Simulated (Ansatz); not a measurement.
# A thicker film of SiO2 (110) from three thinner ones

In a field along its normal an insulating film takes a dipole p. Written as a length, p/(ε₀AE), it should grow by 1 − 1/ε for each ångström added.

**Method.** Ansatz 0.2.0, plane waves with PAW datasets (its set soft_2), PBE; rutile films relaxed at a bulk in-plane lattice constant near the measured one, then held in weak fields of both signs with a dipole correction (A is the cell's area, E the outer field).

| run | distance between the outer atoms (Å) | p/(ε₀AE) (Å) |
| --- | --- | --- |
| 2 units | 5.569 | 4.812 |
| 3 units | 8.349 | 6.913 |
| 4 units | 11.490 | 9.075 |
| 5 units | 14.430 | ? |

Q: Estimate the withheld value from the rows shown.

A least-squares line through the 3 rows shown has slope 0.7193 and intercept 0.8413; no row lies more than 0.066 Å off it. That slope means ε = 1/(1 − 0.7193) = 3.56. At 14.430 it gives 0.7193 × 14.430 + 0.8413 = 11.221 Å, beyond the rows fitted. Rounding and scatter of the rows alone allow about ±0.133 Å there.

The run itself gives 11.183 Å: a miss of −0.038 Å, or 0.3 % of the value. The length is met to within 1 %, though ε is more sensitive than the length: the two thickest films give ε = 3.53.

Caveats: This is the electronic response alone. A unit is one step of the cut along the normal (a plane, a pair of planes or a cell), and the layers relax along it, away from their bulk spacing where the functional's lattice constant differs from the one held.
